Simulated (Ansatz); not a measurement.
**Eigenvalues along a path: Cu (beta tin type)**

```
Cu
1.0
    -2.32164    2.32164    1.22338
     2.32164   -2.32164    1.22338
     2.32164    2.32164   -1.22338
Cu
2
Cartesian
  0.0000 -1.1608 -0.3058
  0.0000 1.1608 0.3058
```

The cell comes from a relaxation on PAW files under the same functional, begun from a prototype that needn't be the stable phase.

Level of theory: DFT with PBE, scalar-relativistic, in Ansatz 0.2.0; a Γ-centred 17×17×17 k mesh, Fermi–Dirac smearing of 0.05 eV, no spin polarisation. LAPW: all electrons, basis error target 1 meV/atom.

Path points, in fractions of the reciprocal vectors: Γ (0.000, 0.000, 0.000), X (0.000, 0.000, 0.500), M (-0.500, 0.500, 0.500), Z (0.319, 0.319, -0.319), Z0 (-0.319, 0.681, 0.319), P (0.250, 0.250, 0.250). The distance column jumps between branches of the path. Levels in eV from the Fermi level; bands 9 to 21, counted from the lowest band of the run. The gap is zero, the pressure 0.01 GPa.

```
# k(1/Å) point b9 b10 b11 b12 b13 b14 b15 b16 b17 b18 b19 b20 b21
0.000 Γ -8.50 -4.26 -3.73 -3.62 -3.30 -1.87 -1.87 -1.85 -1.85 -1.38 -0.99 4.72 4.72
0.137 - -8.42 -4.24 -3.72 -3.63 -3.31 -1.88 -1.87 -1.84 -1.84 -1.40 -1.05 4.12 4.86
0.273 - -8.20 -4.18 -3.67 -3.66 -3.33 -1.92 -1.85 -1.83 -1.82 -1.45 -1.21 2.86 5.28
0.410 - -7.84 -4.11 -3.68 -3.59 -3.36 -2.01 -1.84 -1.82 -1.79 -1.52 -1.38 1.49 5.91
0.547 - -7.34 -4.13 -3.64 -3.48 -3.40 -2.18 -1.85 -1.84 -1.75 -1.58 -1.51 0.23 6.72
0.683 - -6.72 -4.31 -3.54 -3.42 -3.33 -2.43 -1.95 -1.88 -1.71 -1.59 -1.57 -0.77 7.67
0.820 - -6.02 -4.70 -3.46 -3.43 -3.15 -2.69 -2.06 -2.01 -1.67 -1.60 -1.56 -1.32 8.73
0.957 X -5.30 -5.30 -3.43 -3.43 -2.93 -2.93 -2.11 -2.11 -1.63 -1.63 -1.50 -1.50 9.89
1.094 - -5.26 -5.26 -3.42 -3.42 -2.94 -2.94 -2.09 -2.09 -1.64 -1.64 -1.49 -1.49 8.87
1.230 - -5.14 -5.14 -3.39 -3.39 -2.96 -2.96 -2.03 -2.03 -1.67 -1.67 -1.46 -1.46 7.30
1.367 - -4.97 -4.97 -3.35 -3.35 -2.93 -2.93 -1.96 -1.96 -1.70 -1.70 -1.43 -1.43 5.79
1.504 - -4.79 -4.79 -3.31 -3.31 -2.81 -2.81 -1.90 -1.90 -1.73 -1.73 -1.39 -1.39 4.43
1.640 - -4.65 -4.65 -3.30 -3.30 -2.57 -2.57 -1.86 -1.86 -1.75 -1.75 -1.37 -1.37 3.31
1.777 - -4.58 -4.58 -3.29 -3.29 -2.28 -2.28 -1.84 -1.84 -1.77 -1.77 -1.37 -1.37 2.53
1.914 M -4.55 -4.55 -3.29 -3.29 -2.14 -2.14 -1.83 -1.83 -1.77 -1.77 -1.39 -1.39 2.23
2.107 - -4.76 -4.45 -3.31 -3.28 -2.53 -2.11 -2.08 -1.82 -1.77 -1.75 -1.68 -0.90 2.27
2.300 - -5.40 -4.19 -3.34 -3.19 -3.05 -2.77 -2.03 -1.82 -1.77 -1.69 -1.69 -0.05 2.37
2.494 - -6.32 -3.93 -3.48 -3.37 -3.20 -2.90 -1.92 -1.83 -1.74 -1.68 -1.63 0.95 2.58
2.687 - -7.21 -3.82 -3.78 -3.45 -3.38 -2.41 -1.86 -1.85 -1.70 -1.64 -1.56 2.05 2.94
2.880 - -7.91 -4.07 -3.70 -3.61 -3.35 -2.00 -1.86 -1.85 -1.76 -1.51 -1.39 3.20 3.53
3.074 - -8.35 -4.21 -3.70 -3.64 -3.32 -1.89 -1.87 -1.85 -1.82 -1.41 -1.11 4.24 4.28
3.267 Γ -8.50 -4.26 -3.73 -3.62 -3.30 -1.87 -1.87 -1.85 -1.85 -1.38 -0.99 4.72 4.72
3.501 - -8.28 -4.20 -3.74 -3.43 -3.20 -2.12 -2.12 -1.84 -1.84 -1.38 -1.00 5.08 5.08
3.736 - -7.63 -4.01 -3.69 -2.97 -2.93 -2.57 -2.57 -1.97 -1.97 -1.40 -1.04 6.04 6.04
3.970 - -6.61 -3.73 -3.59 -3.05 -3.05 -2.50 -2.35 -2.16 -2.16 -1.43 -1.09 7.36 7.36
4.204 - -5.36 -3.49 -3.46 -3.46 -3.40 -2.34 -2.34 -2.01 -1.72 -1.48 -1.02 8.41 8.41
4.439 - -4.19 -3.74 -3.74 -3.43 -3.08 -2.44 -2.44 -1.84 -1.55 -1.26 -0.30 6.74 7.44
4.673 - -3.84 -3.84 -3.47 -3.44 -2.79 -2.45 -2.45 -2.05 -1.64 -1.15 1.38 4.81 5.50
4.907 Z -3.75 -3.75 -3.54 -3.21 -2.57 -2.52 -2.36 -2.36 -1.74 -1.51 3.29 3.45 3.64
6.437 Z0 -3.75 -3.75 -3.54 -3.21 -2.57 -2.52 -2.36 -2.36 -1.74 -1.51 3.29 3.45 3.64
6.569 - -3.65 -3.62 -3.62 -3.19 -2.89 -2.48 -2.27 -2.27 -1.88 -1.80 2.69 2.69 2.97
6.702 - -3.79 -3.43 -3.43 -3.29 -3.21 -2.40 -2.28 -2.17 -2.17 -1.87 1.80 1.80 2.65
6.834 - -3.98 -3.68 -3.24 -3.18 -3.18 -2.64 -2.33 -2.06 -2.06 -1.93 0.99 0.99 2.46
6.967 - -4.18 -4.04 -3.28 -2.92 -2.87 -2.87 -2.28 -1.99 -1.97 -1.97 0.25 0.25 2.34
7.099 - -4.38 -4.31 -3.31 -3.11 -2.51 -2.51 -2.23 -2.04 -1.89 -1.89 -0.41 -0.41 2.27
7.232 - -4.51 -4.48 -3.32 -3.23 -2.19 -2.11 -2.11 -2.09 -1.84 -1.84 -1.00 -1.00 2.24
7.364 M -4.55 -4.55 -3.29 -3.29 -2.14 -2.14 -1.83 -1.83 -1.77 -1.77 -1.39 -1.39 2.23
8.321 X -5.30 -5.30 -3.43 -3.43 -2.93 -2.93 -2.11 -2.11 -1.63 -1.63 -1.50 -1.50 9.89
8.505 - -5.20 -5.20 -3.40 -3.40 -2.95 -2.95 -2.15 -2.15 -1.61 -1.61 -1.47 -1.47 10.03
8.688 - -4.91 -4.91 -3.32 -3.32 -2.98 -2.98 -2.21 -2.21 -1.61 -1.61 -1.34 -1.34 10.43
8.872 - -4.55 -4.55 -3.27 -3.27 -2.92 -2.92 -2.22 -2.22 -1.62 -1.62 -1.10 -1.10 10.79
9.055 - -4.24 -4.24 -3.37 -3.37 -2.71 -2.71 -2.12 -2.12 -1.60 -1.60 -0.67 -0.67 9.37
9.238 - -4.05 -4.05 -3.53 -3.53 -2.56 -2.56 -1.91 -1.91 -1.54 -1.54 0.10 0.10 7.18
9.422 - -3.93 -3.93 -3.67 -3.67 -2.50 -2.50 -1.80 -1.80 -1.45 -1.45 1.26 1.26 5.15
9.605 P -3.85 -3.85 -3.77 -3.77 -2.48 -2.48 -1.77 -1.77 -1.41 -1.41 2.24 2.24 3.89
```
